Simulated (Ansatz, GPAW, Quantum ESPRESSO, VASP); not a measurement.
## Fitting the PBE energy curve of PdIn

The structure is cubic, space group Pm-3m (No. 221). Conventional cell: a = 3.272 Å, b = 3.272 Å, c = 3.272 Å, α = 90.00°, β = 90.00°, γ = 90.00°. In (site symmetry m-3m) has 8 Pd at 2.83 Å as nearest neighbours. Pd (site symmetry m-3m) is surrounded by 8 In at 2.83 Å.

The cell comes from a database or a generator and needn't be the stable form of this composition.

The cell was scaled at fixed shape and fractions and run with Ansatz, Ansatz PAW (earlier soft set), cutoff 420 eV; PBE, k mesh 8 × 8 × 8 on the cell of 2 atoms, fermi-dirac occupations of 0.05 eV, no spin polarisation, no spin-orbit coupling. Energies are those that the program minimises, any entropy of the smearing included. For a metal such a mesh isn't converged to the digits shown.

| V (Å³/atom) | energy over the lowest row (meV/atom) |
| --- | --- |
| 16.4624 | 58.78 |
| 16.8126 | 33.61 |
| 17.1629 | ? |
| 17.5131 | 5.08 |
| 17.8634 | 0.00 |
| 18.2137 | 0.11 |
| 18.5639 | 4.77 |

Question: Fit the third-order Birch-Murnaghan form, give V0, B0 and B′, and predict the energy left open.

Answer: With y = (V0/V)^(2/3), E = E0 + (9 V0 B0/16) [(y - 1)³ B′ + (y - 1)² (6 - 4y)]. Least squares through the rows shown give V0 = 18.0291 Å³/atom, E0 = -0.55 meV, B0 = 114.5 GPa (1 eV/Å³ = 160.218 GPa) and B′ = 5.55, with a largest miss of 0.01 meV. At V = 17.1629 the form with these constants gives 16.01 meV; the run gave 16.01 meV an atom. Other set-ups at this level, from all their volumes (Å³/atom, GPa): GPAW, GPAW PAW data sets (gpaw-data 1.2.1): V0 17.992, B0 115.1; Ansatz, all-electron LAPW, scalar-relativistic: V0 18.029, B0 114.5; Quantum ESPRESSO, SSSP 1.3 efficiency PBE: V0 18.041, B0 114.4; VASP, PBE PAW files In_d, Pd, 520 eV: V0 18.052, B0 114.5.
